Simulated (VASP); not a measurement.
Here is a VASP 6.6.1 calculation.

Contents of INCAR:

```
SYSTEM = KF
ALGO = Normal
EDIFF = 1E-7
EDIFFG = -0.01
ENCUT = 300
GGA = PE
IBRION = 2
ISIF = 2
ISMEAR = 0
LASPH = .True.
LCHARG = .False.
LREAL = .False.
LWAVE = .False.
NELM = 80
NSW = 40
PREC = Accurate
SIGMA = 0.03
```

File KPOINTS:

```
k-points
0
Gamma
  5 5 5
  0 0 0
```

File POSCAR:

```
KF                                      
1.0
    0.0000000000      2.6672367940      2.6672367940
    2.6672367940      0.0000000000      2.6672367940
    2.6672367940      2.6672367940     -0.0000000000
  K               F             
     1     1
Direct
     0.0000000000000000    0.0000000000000000    1.0000000000000000
     0.5000000000000000    0.5000000000000000    0.5000000000000000
```

Potentials or basis: VASP PAW PBE potentials, release 64 (K_sv, F_s).

The run is started by

```bash
$ cat potpaw_PBE.64/K_sv/POTCAR potpaw_PBE.64/F_s/POTCAR > POTCAR
$ mpirun -np 1 vasp_std > vasp.out
```

**Question.** Estimate the band gap on the k mesh.

**Answer.** 6.20 eV, direct.

Final structure:
```
K F
1.0
     0.00000    2.66724    2.66724
     2.66724    0.00000    2.66724
     2.66724    2.66724    0.00000
K F
1 1
Direct
  0.00000 0.00000 0.00000
  0.50000 0.50000 0.50000
```

Caveat: the relaxation stopped at its first step, so nothing moved. PBE gaps usually lie below the measured ones, often by a third to a half.
